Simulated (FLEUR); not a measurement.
# GaN (F-43m) in FLEUR: further runs

The runs below take GaN through band structure, equation of state, with BLYP.

All numbers are computed with FLEUR MaX-R8.1 (later development tree); they aren't measurements. Logs are shortened: lines on timing, memory, paths and dates and some standing lists are left out, and cuts for length are marked.

**What was measured.**

From a printed reference work, textbook, for a bulk crystal of GaN at 0 K: band gap 3.299 eV (direct).

How close the calculation comes is told below.

## 1. The crystal as given

Symmetry: F-43m, No. 216, cubic system. The conventional cell has a = 4.507 Å, b = 4.507 Å, c = 4.507 Å, α = 90.00°, β = 90.00°, γ = 90.00°. Ga (site symmetry -43m) has 4 N at 1.95 Å as nearest neighbours. N (site symmetry -43m) has 4 Ga at 1.95 Å as nearest neighbours.

The cell is a database's computed one.

## 2. Band structure, BLYP

inp.xml reads:

```xml
<?xml version="1.0" encoding="UTF-8" standalone="no"?>
<fleurInput fleurInputVersion="0.39">
   <comment>
      GaN                                                                                                 
   </comment>
   <calculationSetup>
      <cutoffs Kmax="5.05" Gmax="15.7" GmaxXC="15.7" numbands="0"/>
      <scfLoop itmax="60" minDistance="0.00001" maxIterBroyd="15" imix="Anderson" alpha="0.05" precondParam="0.0" spinf="2.0" sdNocoIR="T"/>
      <coreElectrons ctail="T" frcor="F" kcrel="0" coretail_lmax="0"/>
      <xcFunctional name="LibXC" relativisticCorrections="F">
         <LibXCName exchange="gga_x_b88" correlation="gga_c_lyp"/>
      </xcFunctional>
      <magnetism jspins="1"/>
      <soc l_soc="F" theta="0.0" phi="0.0" spav="F"/>
      <expertModes spex="0" secvar="F"/>
      <geometryOptimization l_f="F" forcealpha="1.0" forcemix="BFGS" epsdisp="0.00001" epsforce="0.00001"/>
      <ldaU l_linMix="F" mixParam="0.05" spinf="1.0"/>
   </calculationSetup>
   <cell>
      <bzIntegration valenceElectrons="26.0" mode="hist" fermiSmearingEnergy="0.00183747">
         <kPointListSelection listName="default-1"/>
         <!-- k-points included here -->
         <xi:include xmlns:xi="http://www.w3.org/2001/XInclude" href="kpts.xml"> </xi:include>
      </bzIntegration>
[... 33 lines left out ...]
            <valenceConfig>(2s1/2) (2p1/2) (2p3/2)</valenceConfig>
            <stateOccupation state="(2p1/2)" spinUp="0.500000" spinDown="0.500000"/>
            <stateOccupation state="(2p3/2)" spinUp="1.000000" spinDown="1.000000"/>
         </electronConfig>
         <energyParameters s="2" p="2" d="3" f="4"/>
         <lo type="SCLO" l="0" n="2" eDeriv="2"/>
         <lo type="SCLO" l="1" n="2" eDeriv="2"/>
         <lo type="SCLO" l="2" n="3" eDeriv="2"/>
      </species>
   </atomSpecies>
   <atomGroups>
      <atomGroup species="Gallium (Ga)">
         <relPos label="                   1">.0000000000 .0000000000 .0000000000</relPos>
         <force calculate="T" relaxXYZ="TTT"/>
      </atomGroup>
      <atomGroup species="Nitrogen (N)">
         <relPos label="                   2">1.000/4.000 1.000/4.000 1.000/4.000</relPos>
         <force calculate="T" relaxXYZ="TTT"/>
      </atomGroup>
   </atomGroups>
   <output dos="F" band="F" slice="F">
      <checks vchk="F" cdinf="F"/>
      <bandDOS minEnergy="-.5*Htr" maxEnergy="0.5*Htr" sigma="0.015" storeEVData="T"/>
      <vacuumDOS vacdos="F" integ="F" star="F" nstars="0" locx1="0.0" locy1="0.0" locx2="0.0" locy2="0.0" nstm="0" tworkf="0.0"/>
      <unfoldingBand unfoldBand="F" supercellX="1" supercellY="1" supercellZ="1"/>
      <plotting iplot="0" polar="F">
         <plot TwoD="T" vec1="  1.0  0.0  0.0" vec2="  0.0  1.0  0.0" vec3="  0.0  0.0  1.0" zero="  0.0  0.0  0.0" file="plot"/>
      </plotting>
      <chargeDensitySlicing numkpt="0" minEigenval="0.0" maxEigenval="0.0" nnne="0" pallst="F"/>
      <specialOutput eonly="F"/>
      <moessbauerParams electricFieldGradient="T" isomerShift="T" coreHyperfine="T" valenceHyperfine="T"/>
      <magneticCircularDichroism mcd="F" energyLo="-10.0" energyUp="0.0"/>
   </output>
  <!-- We include the file relax.xml here to enable relaxations (see documentation) -->
  <xi:include xmlns:xi="http://www.w3.org/2001/XInclude" href="relax.xml"> <xi:fallback/> </xi:include>
</fleurInput>
```

crystal.txt reads:

```
GaN
&input cartesian=F /
0.0000000000  2.2535006075  2.2535006075
2.2535006075  0.0000000000  2.2535006075
2.2535006075  2.2535006075  0.0000000000
1.8897261246
1.0 1.0 1.0

2
31 0.0000000000  0.0000000000  0.0000000000
7 0.2500000000  0.2500000000  0.2500000000

&kpt div1=10 div2=10 div3=10 gamma=T /
```

inp.xml (bands) reads:

```
<?xml version="1.0" encoding="UTF-8" standalone="no"?>
<fleurInput fleurInputVersion="0.39">
   <comment>
      GaN                                                                                                 
   </comment>
   <calculationSetup>
      <cutoffs Kmax="5.05" Gmax="15.7" GmaxXC="15.7" numbands="0"/>
      <scfLoop itmax="60" minDistance="0.00001" maxIterBroyd="15" imix="Anderson" alpha="0.05" precondParam="0.0" spinf="2.0" sdNocoIR="T"/>
      <coreElectrons ctail="T" frcor="F" kcrel="0" coretail_lmax="0"/>
      <xcFunctional name="LibXC" relativisticCorrections="F">
         <LibXCName exchange="gga_x_b88" correlation="gga_c_lyp"/>
      </xcFunctional>
      <magnetism jspins="1"/>
      <soc l_soc="F" theta="0.0" phi="0.0" spav="F"/>
      <expertModes spex="0" secvar="F"/>
      <geometryOptimization l_f="F" forcealpha="1.0" forcemix="BFGS" epsdisp="0.00001" epsforce="0.00001"/>
      <ldaU l_linMix="F" mixParam="0.05" spinf="1.0"/>
   </calculationSetup>
   <cell>
      <bzIntegration valenceElectrons="26.0" mode="hist" fermiSmearingEnergy="0.00183747">
         <kPointListSelection listName="path-1"/>
         <!-- k-points included here -->
         <xi:include xmlns:xi="http://www.w3.org/2001/XInclude" href="kpts.xml"> </xi:include>
      </bzIntegration>
      <!-- symmetry operations included here -->
[... 34 lines left out ...]
            <stateOccupation state="(2p3/2)" spinUp="1.000000" spinDown="1.000000"/>
         </electronConfig>
         <energyParameters s="2" p="2" d="3" f="4"/>
         <lo type="SCLO" l="0" n="2" eDeriv="2"/>
         <lo type="SCLO" l="1" n="2" eDeriv="2"/>
         <lo type="SCLO" l="2" n="3" eDeriv="2"/>
      </species>
   </atomSpecies>
   <atomGroups>
      <atomGroup species="Gallium (Ga)">
         <relPos label="                   1">.0000000000 .0000000000 .0000000000</relPos>
         <force calculate="T" relaxXYZ="TTT"/>
      </atomGroup>
      <atomGroup species="Nitrogen (N)">
         <relPos label="                   2">1.000/4.000 1.000/4.000 1.000/4.000</relPos>
         <force calculate="T" relaxXYZ="TTT"/>
      </atomGroup>
   </atomGroups>
   <output dos="F" band="T" slice="F">
      <checks vchk="F" cdinf="F"/>
      <bandDOS minEnergy="-.5*Htr" maxEnergy="0.5*Htr" sigma="0.015" storeEVData="T"/>
      <vacuumDOS vacdos="F" integ="F" star="F" nstars="0" locx1="0.0" locy1="0.0" locx2="0.0" locy2="0.0" nstm="0" tworkf="0.0"/>
      <unfoldingBand unfoldBand="F" supercellX="1" supercellY="1" supercellZ="1"/>
      <plotting iplot="0" polar="F">
         <plot TwoD="T" vec1="  1.0  0.0  0.0" vec2="  0.0  1.0  0.0" vec3="  0.0  0.0  1.0" zero="  0.0  0.0  0.0" file="plot"/>
      </plotting>
      <chargeDensitySlicing numkpt="0" minEigenval="0.0" maxEigenval="0.0" nnne="0" pallst="F"/>
      <specialOutput eonly="F"/>
      <moessbauerParams electricFieldGradient="T" isomerShift="T" coreHyperfine="T" valenceHyperfine="T"/>
      <magneticCircularDichroism mcd="F" energyLo="-10.0" energyUp="0.0"/>
   </output>
  <!-- We include the file relax.xml here to enable relaxations (see documentation) -->
  <xi:include xmlns:xi="http://www.w3.org/2001/XInclude" href="relax.xml"> <xi:fallback/> </xi:include>
</fleurInput>
```

Potentials or basis: all-electron, FLAPW.

Launch:

```
> inpgen -f crystal.txt -profile fastHighL
> # inp.xml edited to the form shown
> fleur_MPI
> fleur_MPI   # second run, on inp.xml (bands)
```

The log of the run:

```text
Welcome to FLEUR        (www.flapw.de)
      MaX-Release 8.1          (www.max-centre.eu)
 func_ids         131         106         131         106
The functional 'Becke 88' is an exchange functional, it belongs to the 'GGA' family and is defined in the reference(s):
[1] A. D. Becke.,  Phys. Rev. A 38, 3098 (1988)
The functional 'Lee, Yang & Parr' is a correlation functional, it belongs to the 'GGA' family and is defined in the reference(s):
[1] C. Lee, W. Yang, and R. G. Parr.,  Phys. Rev. B 37, 785 (1988)
[2] B. Miehlich, A. Savin, H. Stoll, and H. Preuss.,  Chem. Phys. Lett. 157, 200 (1989)
 Using same functional for VXC and EXC

 ========== k-point set info ==========
 Selected k-point list: default-1
 k-point list type: mesh
 10 x 10 x 10
 Number of k points: 47

 ------------Calculation Setup---------------------------
 Number of MPI-tasks      :            1
 Number of PE/node        :            1
 Number of OMP-threads    :            1
 Most efficient MPI parallelization for:
           1          47
 Additional eigenvalue parallelization possible
 Number of basis functions:          428
 Approximate size of matrices (H+S) per k-point:         0.005 GB
 --------------------------------------------------------
 Iteration:     1   Distance:      33.01773960 me/bohr^3
 Iteration:     2   Distance:      28.94978658 me/bohr^3
 Iteration:     3   Distance:      12.88084190 me/bohr^3
 Iteration:     4   Distance:       7.11891265 me/bohr^3
 Iteration:     5   Distance:       4.19310495 me/bohr^3
 Iteration:     6   Distance:       0.41811864 me/bohr^3
 Iteration:     7   Distance:       0.37247943 me/bohr^3
 Iteration:     8   Distance:       0.03067943 me/bohr^3
 Iteration:     9   Distance:       0.03492867 me/bohr^3
 Iteration:    10   Distance:       0.00198554 me/bohr^3
 Iteration:    11   Distance:       0.00132429 me/bohr^3
 Iteration:    12   Distance:       0.00044444 me/bohr^3
 Iteration:    13   Distance:       0.00002064 me/bohr^3
 Iteration:    14   Distance:       0.00001963 me/bohr^3
 Iteration:    15   Distance:       0.00000072 me/bohr^3

 ********************************************************************
 Run finished successfully
 Stop message:
   all done
 ********************************************************************
```

Run time: 69 s. Hardware: 1 thread of Arm Neoverse V1, shared host; peak memory 0.06 GiB.

Results:

* Free energy: -54404.1825 eV
* Band gap on the k mesh: 1.83 eV, direct
* Band gap along the path: 1.83 eV, direct
* Valence electrons inside the program's atomic spheres: Ga 18.74; N 3.61 (radii Ga 1.94, N 1.48 bohr)

Levels at the corners of the path, in eV from the valence-band top:
```tsv
point	band 10	band 11	band 12	band 13	band 14	band 15	band 16	band 17
Γ	-13.33	0.00	0.00	0.00	1.83	10.31	10.31	10.31
X	-11.52	-6.11	-2.66	-2.66	3.61	6.68	11.86	13.94
W	-11.25	-5.70	-3.61	-3.55	6.43	8.25	10.34	11.38
K	-11.37	-5.85	-4.15	-2.14	5.21	7.81	11.21	12.84
Γ	-13.33	0.00	0.00	0.00	1.83	10.31	10.31	10.31
L	-11.98	-6.95	-0.96	-0.96	4.68	8.88	10.43	10.43
U	-11.37	-5.85	-4.15	-2.14	5.21	7.81	11.21	12.84
W	-11.25	-5.70	-3.61	-3.55	6.43	8.25	10.34	11.38
L	-11.98	-6.95	-0.96	-0.96	4.68	8.88	10.43	10.43
K	-11.37	-5.85	-4.15	-2.14	5.21	7.81	11.21	12.84
U	-11.37	-5.85	-4.15	-2.14	5.21	7.81	11.21	12.84
X	-11.52	-6.11	-2.66	-2.66	3.61	6.68	11.86	13.94
```

Core levels (eV from the Fermi level):
| atom | levels |
| --- | --- |
| 1 Ga | 1s1/2 -10224.1, 2s1/2 -1256.1, 2p1/2 -1111.6, 2p3/2 -1083.9 |
| 2 N | 1s1/2 -375.6 |

## 3. Equation of state, BLYP, 10.76 Å³/atom (volume scaled by 0.94)

Changes to inp.xml since step 2:

```diff
@@ -6,3 +6,3 @@
    <calculationSetup>
-      <cutoffs Kmax="5.05" Gmax="15.7" GmaxXC="15.7" numbands="0"/>
+      <cutoffs Kmax="5.21" Gmax="16.2" GmaxXC="16.2" numbands="0"/>
       <scfLoop itmax="60" minDistance="0.00001" maxIterBroyd="15" imix="Anderson" alpha="0.05" precondParam="0.0" spinf="2.0" sdNocoIR="T"/>
@@ -26,3 +26,3 @@
       <xi:include xmlns:xi="http://www.w3.org/2001/XInclude" href="sym.xml"> </xi:include>
-      <bulkLattice scale="1.0">
+      <bulkLattice scale="0.9795861087">
          <bravaisMatrix>
@@ -36,3 +36,3 @@
       <species name="Gallium (Ga)" element="Ga" atomicNumber="31">
-         <mtSphere radius="1.94" gridPoints="641" logIncrement="0.019"/>
+         <mtSphere radius="1.88" gridPoints="641" logIncrement="0.019"/>
          <atomicCutoffs lmax="8" lnonsphr="6"/>
@@ -53,3 +53,3 @@
       <species name="Nitrogen (N)" element="N" atomicNumber="7">
-         <mtSphere radius="1.48" gridPoints="489" logIncrement="0.021"/>
+         <mtSphere radius="1.44" gridPoints="489" logIncrement="0.021"/>
          <atomicCutoffs lmax="8" lnonsphr="6"/>
```

Potentials or basis: all-electron, FLAPW.

Launch:

```
> inpgen -f crystal.txt -profile fastHighL
> # inp.xml edited to the form shown
> fleur_MPI
```

The log of the run:

```text
Welcome to FLEUR        (www.flapw.de)
      MaX-Release 8.1          (www.max-centre.eu)
 func_ids         131         106         131         106
The functional 'Becke 88' is an exchange functional, it belongs to the 'GGA' family and is defined in the reference(s):
[1] A. D. Becke.,  Phys. Rev. A 38, 3098 (1988)
The functional 'Lee, Yang & Parr' is a correlation functional, it belongs to the 'GGA' family and is defined in the reference(s):
[1] C. Lee, W. Yang, and R. G. Parr.,  Phys. Rev. B 37, 785 (1988)
[2] B. Miehlich, A. Savin, H. Stoll, and H. Preuss.,  Chem. Phys. Lett. 157, 200 (1989)
 Using same functional for VXC and EXC

 ========== k-point set info ==========
 Selected k-point list: default-1
 k-point list type: mesh
 10 x 10 x 10
 Number of k points: 47

 ------------Calculation Setup---------------------------
 Number of MPI-tasks      :            1
 Number of PE/node        :            1
 Number of OMP-threads    :            1
 Most efficient MPI parallelization for:
           1          47
 Additional eigenvalue parallelization possible
 Number of basis functions:          443
 Approximate size of matrices (H+S) per k-point:         0.006 GB
 --------------------------------------------------------
 Iteration:     1   Distance:      34.65064769 me/bohr^3
 Iteration:     2   Distance:      30.46835806 me/bohr^3
 Iteration:     3   Distance:      13.12480112 me/bohr^3
 Iteration:     4   Distance:       7.37962901 me/bohr^3
 Iteration:     5   Distance:       4.36709548 me/bohr^3
 Iteration:     6   Distance:       0.41706120 me/bohr^3
 Iteration:     7   Distance:       0.38215399 me/bohr^3
 Iteration:     8   Distance:       0.02971669 me/bohr^3
 Iteration:     9   Distance:       0.02552562 me/bohr^3
 Iteration:    10   Distance:       0.00132388 me/bohr^3
 Iteration:    11   Distance:       0.00122033 me/bohr^3
 Iteration:    12   Distance:       0.00031510 me/bohr^3
 Iteration:    13   Distance:       0.00005775 me/bohr^3
 Iteration:    14   Distance:       0.00001462 me/bohr^3
 Iteration:    15   Distance:       0.00000381 me/bohr^3

 ********************************************************************
 Run finished successfully
 Stop message:
   all done
 ********************************************************************
```

Run time: 63 s. Hardware: 1 thread of Arm Neoverse V1, shared host; peak memory 0.08 GiB.

What came out:

* Free energy: -54404.0306 eV
* Band gap on the k mesh: 2.24 eV, direct
* Valence electrons inside the program's atomic spheres: Ga 18.63; N 3.52 (radii Ga 1.88, N 1.44 bohr)

## 4. Equation of state, BLYP, 10.99 Å³/atom (volume scaled by 0.96)

Changes to inp.xml since step 3:

```diff
@@ -26,3 +26,3 @@
       <xi:include xmlns:xi="http://www.w3.org/2001/XInclude" href="sym.xml"> </xi:include>
-      <bulkLattice scale="0.9795861087">
+      <bulkLattice scale="0.9864848297">
          <bravaisMatrix>
```

Launch:

```
> inpgen -f crystal.txt -profile fastHighL
> # inp.xml edited to the form shown
> fleur_MPI
```

Wall time 64 s (1 thread of Arm Neoverse V1, shared host); peak memory 0.09 GiB.

It converged, with:

```yaml
Free_energy: -54404.0951 eV
Band_gap_on_the_k_mesh: 2.10 eV, direct
Valence_electrons_inside_the_program's_atomic_spheres: Ga 18.62; N 3.50 (radii Ga 1.88, N 1.44 bohr)
```

## 5. Equation of state, BLYP, 11.44 Å³/atom

Changes to inp.xml since step 4:

```diff
@@ -26,3 +26,3 @@
       <xi:include xmlns:xi="http://www.w3.org/2001/XInclude" href="sym.xml"> </xi:include>
-      <bulkLattice scale="0.9864848297">
+      <bulkLattice scale="1.0000000000">
          <bravaisMatrix>
```

Launch:

```
> inpgen -f crystal.txt -profile fastHighL
> # inp.xml edited to the form shown
> fleur_MPI
```

Wall time 70 s (1 thread of Arm Neoverse V1, shared host); peak memory 0.09 GiB.

Results (log left out):

```
Free energy                                           : -54404.1823 eV
Band gap on the k mesh                                : 1.82 eV, direct
Valence electrons inside the program's atomic spheres : Ga 18.59; N 3.47 (radii Ga 1.88, N 1.44 bohr)
```

## 6. Equation of state, BLYP, 11.90 Å³/atom (volume scaled by 1.04)

Changes to inp.xml since step 5:

```diff
@@ -26,3 +26,3 @@
       <xi:include xmlns:xi="http://www.w3.org/2001/XInclude" href="sym.xml"> </xi:include>
-      <bulkLattice scale="1.0000000000">
+      <bulkLattice scale="1.0131594038">
          <bravaisMatrix>
```

Potentials or basis: all-electron, FLAPW.

Launch:

```
> inpgen -f crystal.txt -profile fastHighL
> # inp.xml edited to the form shown
> fleur_MPI
```

Run time: 94 s. Hardware: 1 thread of Arm Neoverse V1, shared host; peak memory 0.09 GiB.

The run converged. Its results:

| Property | Result |
| --- | --- |
| Free energy | -54404.2231 eV |
| Band gap on the k mesh | 1.56 eV, direct |
| Valence electrons inside the program's atomic spheres | Ga 18.56; N 3.44 (radii Ga 1.88, N 1.44 bohr) |

## 7. Equation of state, BLYP, 12.13 Å³/atom (volume scaled by 1.06)

Changes to inp.xml since step 6:

```diff
@@ -26,3 +26,3 @@
       <xi:include xmlns:xi="http://www.w3.org/2001/XInclude" href="sym.xml"> </xi:include>
-      <bulkLattice scale="1.0131594038">
+      <bulkLattice scale="1.0196128224">
          <bravaisMatrix>
```

Launch:

```
> inpgen -f crystal.txt -profile fastHighL
> # inp.xml edited to the form shown
> fleur_MPI
```

Wall time 77 s (1 thread of Arm Neoverse V1, shared host); peak memory 0.09 GiB.

Results (log left out):

| Property | Result |
| --- | --- |
| Free energy | -54404.2287 eV |
| Band gap on the k mesh | 1.43 eV, direct |
| Valence electrons inside the program's atomic spheres | Ga 18.55; N 3.43 (radii Ga 1.88, N 1.44 bohr) |

## 8. Equation of state, BLYP

No new run: the results of the series are fitted here.

What came out:

| Item | Value |
| --- | --- |
| Equilibrium volume | 12.17 Å³/atom (rough: see the caveat) |
| Bulk modulus | 156 GPa (rough) |

Energy against volume, from the lowest point:
```tsv
volume (Å³/atom)	energy (meV/atom)
10.757	99.03
10.986	66.80
11.444	23.22
11.902	2.81
12.131	0.00
```

Caveat: the minimum lies outside the volumes run.

## 9. Comparison with measurements

Step 2. A measured gap of GaN is 3.299 eV (direct; 0 K; a printed reference work, textbook); the calculated 1.83 eV misses it by -1.47 eV. Spin-orbit coupling on Ga is left out. The value is that of BLYP, without temperature or zero-point motion. Semilocal functionals fall short of measured gaps as a rule. The cell is a database's relaxed one, not the measured one, which moves gaps too.
